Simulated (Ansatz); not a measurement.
# Mg2Ge: the cost of one run

Computed with Ansatz 0.2.0 (reference: DFT, HSE06, plane waves, PAW, unless a step's input says otherwise).

2 further runs of the same task are left out: 2 that didn't finish.

## 1. Starting point

It takes space group Fm-3m (No. 225, cubic). Conventional cell: a = 6.366 Å, b = 6.366 Å, c = 6.366 Å, α = 90.00°, β = 90.00°, γ = 90.00°. Ge (site symmetry m-3m) is surrounded by 8 Mg at 2.76 Å. Mg (site symmetry -43m) is surrounded by 4 Ge at 2.76 Å.

Structure file:

```xyz
3
Lattice="0.0000 3.1831 3.1831 3.1831 0.0000 3.1831 3.1831 3.1831 0.0000" Properties=species:S:1:pos:R:3 pbc="T T T"
Ge    0.0000    0.0000    0.0000
Mg    1.5916    1.5916    1.5916
Mg    4.7747    4.7747    4.7747
```

## 2. Reference

Contents of input.yaml:

```yaml
crystal:
  lattice:
    - [0.0, 3.1831012368, 3.1831012368]
    - [3.1831012368, 0.0, 3.1831012368]
    - [3.1831012368, 3.1831012368, 0.0]
  atoms:
    - { symbol: Ge, position: [0.0, 0.0, 0.0] }
    - { symbol: Mg, position: [0.25, 0.25, 0.25] }
    - { symbol: Mg, position: [0.75, 0.75, 0.75] }
kpoints:
  mp_grid: { grid: [4, 4, 4] }
hamiltonian:
  xc: hse06
scf:
  occupations: { method: fermi_dirac, width: 0.02 }
  n_extra_bands: 4
output:
  forces: true
  stress: true
  eigenvalues: true
```

Launch:

```
ansatz run input.yaml --threads 4 --pin off --max-ram 3686MiB --backend cpu --events-out ev --progress --plain --runs-dir out
```

**Question.** How long does this run take on 4 threads of Arm Neoverse N1, shared host, and how much memory does it need?

About 10 s, with a peak of 0.76 GiB.
